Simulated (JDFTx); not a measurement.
# O (R-3m) in JDFTx: equation of state, part 2 of 2

JDFTx 1.7.0 (patched build). The steps go on from the part before.

### 8 Equation of state, PBE, 19.22 Å³/atom (volume scaled by 1.06)

File O.in:

```
lattice \
    3.2272711778    -3.2272711778     0.0000000000 \
    1.8632658833     1.8632658833    -3.7265317664 \
    7.1907755795     7.1907755795     7.1907755795
coords-type Lattice
ion O      0.0546147200     0.0546147200     0.0546147200 1
ion O      0.9453852800     0.9453852800     0.9453852800 1

ion-species pseudo/O.upf
elec-cutoff 42
elec-ex-corr gga-PBE
kpoint-folding 9 9 9
elec-smearing Fermi 0.0018374661
elec-n-bands 11
electronic-SCF nIterations 100 energyDiffThreshold 1e-08
electronic-minimize nIterations 30 energyDiffThreshold 1e-7
forces-output-coords Cartesian

dump-name run.$VAR
dump End Ecomponents EigStats BandEigs Kpoints Forces Stress ElecDensity Dtot KEdensity
```

On the command line:

```
jdftx -c 1 -i O.in -o O.out
```

Run time: 3 min. Hardware: 1 thread of Arm Neoverse V1, shared host; peak memory 0.21 GiB.

It converged, with:

| Quantity | Value |
| --- | --- |
| Free energy | -866.7532 eV |
| Pressure | -5.6 GPa |
| Band gap on the k mesh | none (metal or under the smearing width) |

Caveat: spin is off for a triplet molecule; on so coarse a density grid forces on N, O, F and Zn can be off by 0.1 eV/Å.

### 9 Equation of state, PBE

Potentials or basis: PseudoDojo-SR-PBE-0.5-standard.

No new run: the results of the series are fitted here.

What came out:

```
Equilibrium volume                        : 16.93 Å³/atom (rough: see the caveat)
Bulk modulus at fixed shape and positions : 57 GPa (rough)
```

Energy against volume, from the lowest point:
| volume (Å³/atom) | energy (meV/atom) |
| --- | --- |
| 17.046 | 0.00 |
| 17.409 | 2.16 |
| 17.772 | 6.71 |
| 18.134 | 13.43 |
| 18.497 | 22.08 |
| 18.860 | 32.47 |
| 19.223 | 44.42 |

Caveat: the minimum lies outside the volumes run; spin is off for a triplet molecule; the cell was scaled at fixed shape and fractional positions, which overstates the stiffness of a crystal with free parameters, most of all of layers and chains.

### 10 Equation of state, PBE, 17.05 Å³/atom (volume scaled by 0.94)

File O.in:

```
lattice \
    3.1005789114    -3.1005789114     0.0000000000 \
    1.7901200692     1.7901200692    -3.5802401380 \
    6.9084889025     6.9084889025     6.9084889025
coords-type Lattice
ion O      0.0546147200     0.0546147200     0.0546147200 1
ion O      0.9453852800     0.9453852800     0.9453852800 1

ion-species pseudo/O.upf
elec-cutoff 42 336
elec-ex-corr gga-PBE
kpoint-folding 9 9 9
elec-smearing Fermi 0.0018374661
elec-n-bands 11
electronic-SCF nIterations 100 energyDiffThreshold 1e-09
electronic-minimize nIterations 30 energyDiffThreshold 1e-7
forces-output-coords Cartesian

dump-name run.$VAR
dump End Ecomponents EigStats BandEigs Kpoints Forces Stress
```

Potentials or basis: PseudoDojo-SR-PBE-0.5-standard with smoothed tails.

On the command line:

```
jdftx -c 1 -i O.in -o O.out
```

Run time: 1.9 min. Hardware: 1 thread of Intel Xeon Platinum 8375C at 2.90GHz (Ice Lake), shared host; peak memory 0.21 GiB.

It converged, with:

- Free energy: -866.8383 eV
- Pressure: -0.4 GPa
- Largest force: 1.130 eV/Å
- Band gap on the k mesh: none (metal or under the smearing width)

Caveat: spin is off for a triplet molecule; forces of over 1 eV/Å show positions far from the minimum, so gaps and moduli don't describe the material at rest.

### 11 Equation of state, PBE, 17.41 Å³/atom (volume scaled by 0.96)

Changes to O.in since step 10:

```diff
@@ -1,5 +1,5 @@
 lattice \
-    3.1005789114    -3.1005789114     0.0000000000 \
-    1.7901200692     1.7901200692    -3.5802401380 \
-    6.9084889025     6.9084889025     6.9084889025
+    3.1224146935    -3.1224146935     0.0000000000 \
+    1.8027269638     1.8027269638    -3.6054539275 \
+    6.9571418358     6.9571418358     6.9571418358
 coords-type Lattice
```

On the command line:

```
jdftx -c 1 -i O.in -o O.out
```

Run time: 2 min. Hardware: 1 thread of Intel Xeon Platinum 8375C at 2.90GHz (Ice Lake), shared host; peak memory 0.21 GiB.

The run converged. Its results:

* Free energy: -866.8340 eV
* Pressure: -1.5 GPa
* Largest force: 0.512 eV/Å
* Band gap on the k mesh: none (metal or under the smearing width)

Caveat: spin is off for a triplet molecule.

### 12 Equation of state, PBE, 17.77 Å³/atom (volume scaled by 0.98)

Changes to O.in since step 11:

```diff
@@ -1,5 +1,5 @@
 lattice \
-    3.1224146935    -3.1224146935     0.0000000000 \
-    1.8027269638     1.8027269638    -3.6054539275 \
-    6.9571418358     6.9571418358     6.9571418358
+    3.1439492685    -3.1439492685     0.0000000000 \
+    1.8151599565     1.8151599565    -3.6303199127 \
+    7.0051236405     7.0051236405     7.0051236405
 coords-type Lattice
```

Potentials or basis: PseudoDojo-SR-PBE-0.5-standard with smoothed tails.

On the command line:

```
jdftx -c 1 -i O.in -o O.out
```

Wall time 1.9 min (1 thread of Intel Xeon Platinum 8375C at 2.90GHz (Ice Lake), shared host); peak memory 0.22 GiB.

It converged, with:

| Item | Value |
| --- | --- |
| Free energy | -866.8249 eV |
| Pressure | -2.6 GPa |
| Largest force | 0.064 eV/Å |
| Band gap on the k mesh | none (metal or under the smearing width) |

Caveat: spin is off for a triplet molecule.

### 13 Equation of state, PBE, 18.13 Å³/atom

Changes to O.in since step 12:

```diff
@@ -1,5 +1,5 @@
 lattice \
-    3.1439492685    -3.1439492685     0.0000000000 \
-    1.8151599565     1.8151599565    -3.6303199127 \
-    7.0051236405     7.0051236405     7.0051236405
+    3.1651928133    -3.1651928133     0.0000000000 \
+    1.8274249228     1.8274249228    -3.6548498455 \
+    7.0524569929     7.0524569929     7.0524569929
 coords-type Lattice
```

On the command line:

```
jdftx -c 1 -i O.in -o O.out
```

Wall time 2 min (1 thread of Intel Xeon Platinum 8375C at 2.90GHz (Ice Lake), shared host); peak memory 0.22 GiB.

Results (log left out):

* Free energy: -866.8115 eV
* Pressure: -3.5 GPa
* Largest force: 0.600 eV/Å
* Band gap on the k mesh: none (metal or under the smearing width)

Caveat: spin is off for a triplet molecule.

### 14 Equation of state, PBE, 18.50 Å³/atom (volume scaled by 1.02)

Changes to O.in since step 13:

```diff
@@ -1,5 +1,5 @@
 lattice \
-    3.1651928133    -3.1651928133     0.0000000000 \
-    1.8274249228     1.8274249228    -3.6548498455 \
-    7.0524569929     7.0524569929     7.0524569929
+    3.1861549660    -3.1861549660     0.0000000000 \
+    1.8395274274     1.8395274274    -3.6790548546 \
+    7.0991633672     7.0991633672     7.0991633672
 coords-type Lattice
```

On the command line:

```
jdftx -c 1 -i O.in -o O.out
```

It took 2.3 min on 1 thread of Intel Xeon Platinum 8375C at 2.90GHz (Ice Lake), shared host; peak memory 0.22 GiB.

Results (log left out):

| Property | Result |
| --- | --- |
| Free energy | -866.7942 eV |
| Pressure | -4.3 GPa |
| Largest force | 1.100 eV/Å |
| Band gap on the k mesh | none (metal or under the smearing width) |

Caveat: spin is off for a triplet molecule; forces of over 1 eV/Å show positions far from the minimum, so gaps and moduli don't describe the material at rest.

### 15 Equation of state, PBE, 18.86 Å³/atom (volume scaled by 1.04)

Changes to O.in since step 14:

```diff
@@ -1,5 +1,5 @@
 lattice \
-    3.1861549660    -3.1861549660     0.0000000000 \
-    1.8395274274     1.8395274274    -3.6790548546 \
-    7.0991633672     7.0991633672     7.0991633672
+    3.2068448638    -3.2068448638     0.0000000000 \
+    1.8514727453     1.8514727453    -3.7029454905 \
+    7.1452631224     7.1452631224     7.1452631224
 coords-type Lattice
```

Potentials or basis: PseudoDojo-SR-PBE-0.5-standard with smoothed tails.

On the command line:

```
jdftx -c 1 -i O.in -o O.out
```

It took 2.1 min on 1 thread of Intel Xeon Platinum 8375C at 2.90GHz (Ice Lake), shared host; peak memory 0.23 GiB.

It converged, with:

```
Free energy            : -866.7735 eV
Pressure               : -5.0 GPa
Largest force          : 1.566 eV/Å
Band gap on the k mesh : none (metal or under the smearing width)
```

Caveat: spin is off for a triplet molecule; forces of over 1 eV/Å show positions far from the minimum, so gaps and moduli don't describe the material at rest.

### 16 Equation of state, PBE, 19.22 Å³/atom (volume scaled by 1.06)

Changes to O.in since step 15:

```diff
@@ -1,5 +1,5 @@
 lattice \
-    3.2068448638    -3.2068448638     0.0000000000 \
-    1.8514727453     1.8514727453    -3.7029454905 \
-    7.1452631224     7.1452631224     7.1452631224
+    3.2272711778    -3.2272711778     0.0000000000 \
+    1.8632658833     1.8632658833    -3.7265317664 \
+    7.1907755795     7.1907755795     7.1907755795
 coords-type Lattice
```

On the command line:

```
jdftx -c 1 -i O.in -o O.out
```

Run time: 2.1 min. Hardware: 1 thread of Intel Xeon Platinum 8375C at 2.90GHz (Ice Lake), shared host; peak memory 0.24 GiB.

Results (log left out):

| Property | Result |
| --- | --- |
| Free energy | -866.7496 eV |
| Pressure | -5.6 GPa |
| Largest force | 2.002 eV/Å |
| Band gap on the k mesh | none (metal or under the smearing width) |

Caveat: spin is off for a triplet molecule; forces of over 1 eV/Å show positions far from the minimum, so gaps and moduli don't describe the material at rest.

### 17 Equation of state, PBE

Potentials or basis: PseudoDojo-SR-PBE-0.5-standard with smoothed tails.

No new run: the results of the series are fitted here.

Results:

| Property | Result |
| --- | --- |
| Equilibrium volume | 16.93 Å³/atom (rough: see the caveat) |
| Bulk modulus at fixed shape and positions | 57 GPa (rough) |

Energy against volume, from the lowest point:
```
volume (Å³/atom)  energy (meV/atom)
          17.046               0.00
          17.409               2.15
          17.772               6.70
          18.134              13.41
          18.497              22.05
          18.860              32.44
          19.223              44.38
```

Caveat: the minimum lies outside the volumes run; spin is off for a triplet molecule; the cell was scaled at fixed shape and fractional positions, which overstates the stiffness of a crystal with free parameters, most of all of layers and chains.
